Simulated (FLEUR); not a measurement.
**KF under changes of volume**

One of the cells (17.306 Å³/atom); the others are scaled copies at fixed shape and fractional positions:

```
K F
1.0
     3.25895    0.00000    0.00000
     0.00000    3.25895    0.00000
     0.00000    0.00000    3.25895
K F
1 1
Direct
  0.00000 0.00000 0.00000
  0.50000 0.50000 0.50000
```

The cell comes from a database or a generator and needn't be the stable form of this composition.

```yaml
Program: FLEUR MaX-R8.1 (patched build s14)
Functional: PBE
Potentials_or_basis: all-electron
Basis: FLAPW
Kmax: 3.8 1/bohr
k_mesh: 8 × 8 × 8
Occupations: fermi-dirac, width 0.05 eV
Spin: no spin polarisation
```

| volume (Å³/atom) | energy over the lowest point (meV/atom) | gap on the mesh (eV) |
| --- | --- | --- |
| 16.268 | ? | ? |
| 16.614 | 2.93 | 6.54 |
| 16.960 | 0.67 | 6.40 |
| 17.306 | 0.00 | 6.26 |
| 17.652 | 0.74 | 6.12 |
| 17.999 | 2.65 | 5.99 |
| 18.345 | 5.77 | 5.87 |

What does the run at 16.268 Å³/atom give?

Energy over the lowest point 6.98 meV/atom; gap on the mesh 6.70 eV.

Worked out: A Birch-Murnaghan fit of order 3 (a polynomial in V^(-2/3)) to the other rows has its minimum at 17.30 Å³/atom with B0 = V·E''(V) = 32 GPa and B' = 4.6. It gives 6.91 meV/atom at 16.268 Å³/atom, against the run's 6.98. A straight line through the other rows of the gap, of slope -6.81 eV per unit of ln V, extrapolates to 6.68 eV, against the run's 6.70.

Energies are extrapolated to zero smearing.

A mesh can miss the band edges.
